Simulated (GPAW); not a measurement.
Runs of GPAW 26.7.0 on InSe. Symmetry: P6_3/mmc, No. 194, hexagonal system. Conventional cell: a = 4.050 Å, b = 4.050 Å, c = 16.930 Å, α = 90.00°, β = 90.00°, γ = 120.00°. In (site symmetry 3m) has 3 Se at 2.52 Å as nearest neighbours. Around Se (site symmetry 3m) lie 3 In at 2.52 Å. 

```tsv
task	level	potentials or basis	k mesh	cutoff (eV)	maxiter	convergence	band path	band points	mesh quality	gap on the mesh (eV)	pressure (GPa)	largest force (eV/Å)
single point	LDA	the program's PAW data sets (release 1.2.1) made for this functional, pw	6 × 6 × 2	450	120	default	-	-	not flagged	none	2.1	2.58
band structure	PBE	GPAW PAW data sets (gpaw-data 1.2.1), pw	5 × 5 × 1	600	150	-	GMKGALHA,LM,KH	80	coarse	-	7.5	2.84
single point	TB-mBJ	GPAW PAW data sets for LDA (gpaw-data 1.2.1), pw	6 × 6 × 2	600	150	-	-	-	not flagged	0.47	-	-
band structure	r2SCAN	GPAW PAW data sets (gpaw-data 1.2.1), pw	5 × 5 × 1	600	150	-	GMKGALHA,LM,KH	80	coarse	-	(a)	2.87
single point	PBE	GPAW PAW data sets (gpaw-data 1.2.1), pw	5 × 5 × 1	500	120	default	-	-	coarse	none	7.1	2.84
single point	PBE	GPAW PAW data sets (gpaw-data 1.2.1), pw	6 × 6 × 2	450	120	default	-	-	not flagged	none	6.4	(b)
```

Alike in all rows: no spin polarisation; cell as given; smearing fermi-dirac 0.05 eV.

Fill in the values left out.

(a) 5.9; (b) 2.86.

Caveats: some runs use coarse meshes; the cutoff is short for stress and forces, so pressures can be off by a GPa or more (some runs); this functional lacks dispersion, which binds the layers, so the pressure and a relaxed spacing across them are unreliable (some runs); the PAW data sets were made with another functional, which shifts forces and pressure a little (some runs); forces of over 1 eV/Å show positions far from the minimum, so gaps and moduli don't describe the material at rest (some runs); a model potential gives levels but no total energy (some runs); spin-orbit coupling is left out, which moves the levels of the heavy elements (some runs).

A k mesh can miss the band edges, and the runs leave out spin-orbit coupling on In, Se.

A gap of «none» marks a metal or a gap under the smearing width.

Not every run made on this cell is shown here.
